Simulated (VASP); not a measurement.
A calculation with VASP 6.6.1 of SnTe (ASE script, structure typed inline):

run.py

```python
from ase import Atoms
from ase.calculators.vasp import Vasp
from ase.dft.bandgap import bandgap

atoms = Atoms(
    ['Te', 'Sn'],
    cell=[[0.0, 3.15085, 3.15085], [3.15085, 0.0, 3.15085], [3.15085, 3.15085, 0.0]],
    scaled_positions=[[0.5, 0.5, 0.5], [0.0, 0.0, 0.0]],
    pbc=True,
)
calc = Vasp(
    directory='calc',
    xc='rpbe',
    pp='PBE',
    setups='recommended',
    prec='Accurate',
    encut=520,
    ediff=1e-06,
    ismear=0,
    sigma=0.02,
    lreal=False,
    lasph=True,
    nelm=100,
    algo='Normal',
    isif=2,
    lwave=False,
    lcharg=False,
    kpts=[7, 7, 7],
    gamma=True,
)
atoms.calc = calc

print('energy (eV):', atoms.get_potential_energy())
print('free energy (eV):', atoms.get_potential_energy(force_consistent=True))
print('forces (eV/A):')
print(atoms.get_forces())
print('stress (eV/A^3, Voigt):', atoms.get_stress())
print('Fermi level (eV):', calc.get_fermi_level())
gap, top, bottom = bandgap(calc)
print('band gap (eV):', gap, 'from (spin, k, band)', top, 'to', bottom)
```

Potentials or basis: VASP PAW PBE potentials, release 64 (Te, Sn_d).

Command:

```console
$ python run.py
```

Write the same calculation in another form: native input, structure from a POSCAR.

As run:

INCAR

```
SYSTEM = SnTe
PREC = Accurate
ENCUT = 520
EDIFF = 1E-7
ISMEAR = 0
SIGMA = 0.02
LREAL = .False.
LASPH = .True.
NELM = 80
ALGO = Normal
ISIF = 2
LWAVE = .False.
LCHARG = .False.
GGA = RP
```

KPOINTS

```
Automatic mesh
0
Gamma
  7 7 7
  0 0 0
```

File POSCAR:

```
SnTe
1.0
    0.0000000000      3.1508500000      3.1508500000
    3.1508500000      0.0000000000      3.1508500000
    3.1508500000      3.1508500000      0.0000000000
Te Sn
1 1
Cartesian
    3.1508500000      3.1508500000      3.1508500000
    0.0000000000      0.0000000000      0.0000000000
```

Potentials or basis: VASP PAW PBE potentials, release 64 (Te, Sn_d).

Launch:

```console
$ cat potpaw_PBE.64/Te/POTCAR potpaw_PBE.64/Sn_d/POTCAR > POTCAR
$ mpirun -np 1 vasp_std > vasp.out
```

Both were run:

|  | ASE script, structure typed inline | native input, structure from a POSCAR |
| --- | --- | --- |
| Pressure | 3.6 GPa | 3.6 GPa |

Keys that steer only the numerical path or the files written may differ.

Caveat: this odd mesh misses L, where the gap lies, so gap, dielectric constants and Born charges aren't listed; the PAW data sets were made with another functional, which shifts forces and pressure a little.
